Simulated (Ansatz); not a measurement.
Crystal structures of manganese under revPBE

Level of theory: Ansatz 0.2.0, DFT, revPBE, plane waves (420 eV) with PAW, scalar-relativistic. (PAW data from PBE, frozen cores regenerated.)

Each structure is relaxed within its own symmetry, so a high-lying one may be dynamically unstable.

| structure | ΔE (meV/atom) | V (Å³/atom) | cell | magnetic state |
| --- | --- | --- | --- | --- |
| alpha-Mn (A12) | 0 | 11.28 | a = 8.682 Å | ferrimagnetic, largest moment 3.09 μB in the atomic sphere |
| fcc | 26 | 11.85 | a = 2.599 Å, c = 3.507 Å (c/a = 1.349) | antiferromagnetic, largest moment 2.05 μB in the atomic sphere |
| dhcp | 83 | 10.99 | a = 2.501 Å, c = 8.112 Å (c/a = 3.243) | ferrimagnetic, largest moment 0.80 μB in the atomic sphere |
| hcp | 84 | 10.97 | a = 2.499 Å, c = 4.057 Å (c/a = 1.624) | antiferromagnetic, largest moment 0.70 μB in the atomic sphere |
| A15 | 85 | 10.94 | a = 4.440 Å | ferromagnetic, net 0.31 μB per atom |
| omega (AlB2-type) | 132 | 10.94 | a = 3.922 Å, c = 2.464 Å (c/a = 0.628) | non-magnetic |
| bcc | 169 | 11.10 | a = 2.810 Å | ferromagnetic, net 0.90 μB per atom |
| simple cubic | 662 | 14.04 | a = 2.412 Å | antiferromagnetic, largest moment 2.48 μB in the atomic sphere |
| diamond | 1247 | 18.14 | a = 5.256 Å | antiferromagnetic, largest moment 2.48 μB in the atomic sphere |

ΔE counts from alpha-Mn (A12).

Differences under about 8 meV lie within the error of the k-point mesh.
